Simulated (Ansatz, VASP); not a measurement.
# One calculation of HfO2, two programs

```
CELL_PARAMETERS angstrom
3.56318 0.00000 0.00000
0.00000 3.56318 0.00000
0.00000 0.00000 5.15690
ATOMIC_POSITIONS crystal
Hf 0.50000 0.50000 0.50000
Hf 0.00000 0.00000 0.00000
O 0.00000 0.50000 0.70068
O 0.50000 0.00000 0.79932
O 0.50000 0.00000 0.29932
O 0.00000 0.50000 0.20068
```

Alike in both runs: functional PBEsol; k mesh 6 × 6 × 4; no spin polarisation.

Ansatz relaxed the structure, and its values are those at the end. VASP's run is a single point on that final structure, the one shown.

|  | VASP | Ansatz |
| --- | --- | --- |
| version | VASP 6.6.1 | Ansatz 0.2.0 |
| potentials or method | VASP PAW PBE potentials, release 64 (Hf_pv, O) | plane waves, PAW |
| plane-wave cutoff (eV) | 520 | 420 |
| occupations | gaussian, width 0.01 eV | fixed |
| valence electrons in the cell | 44 | 76 |

VASP gave:

| Property | Result |
| --- | --- |
| gap on the k mesh at the Fermi level (eV) | 4.57 |
| pressure (GPa) | -2.4 |
| rms of the force components (eV/Å) | 0.010 |

Task: Estimate Ansatz's values.

Result: gap on the k mesh at the Fermi level (eV): 4.57; pressure (GPa): 0.9; rms of the force components (eV/Å): 0.003.

The two sets of potentials don't hold the same shells in valence.

Caveats: the PAW data sets were made with another functional, which shifts forces and pressure a little (VASP); spin-orbit coupling is left out, which moves the levels of the heavy elements. A k mesh can miss the band edges.
